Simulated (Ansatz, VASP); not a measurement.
## One calculation of Rh, two programs

```xyz
1
Lattice="0.0000 1.8540 1.8540 1.8540 0.0000 1.8540 1.8540 1.8540 0.0000" Properties=species:S:1:pos:R:3 pbc="T T T"
Rh    0.0000    0.0000    0.0000
```

Change from the starting cell: strain -0.025 along x and y, -0.025 along z, atoms carried along.

Alike in both runs: task single point; functional r2SCAN; k mesh 22 × 22 × 22; occupations gaussian, width 0.15 eV; no spin polarisation.

|  | VASP | Ansatz |
| --- | --- | --- |
| version | VASP 6.6.1 | Ansatz 0.2.0 |
| potentials or method | VASP PAW PBE potentials, release 64 (Rh_pv) | scalar-relativistic, plane waves, PAW |
| plane-wave cutoff (eV) | 520 | 500 |
| valence electrons in the cell | 15 | 17 |

```tsv
	VASP	Ansatz	Ansatz less VASP
gap on the k mesh at the Fermi level (eV)	none	none	-
pressure (GPa)	26.8	25.1	-1.72
```

A gap of «none» marks a metal or a gap that the smearing closes. The two sets of potentials don't hold the same shells in valence.

Caveats: so large a pressure means that the cell lies far from this level's equilibrium, or that cutoff or potentials fall short (VASP); the potentials were made for another functional, which shifts forces and pressure (VASP).
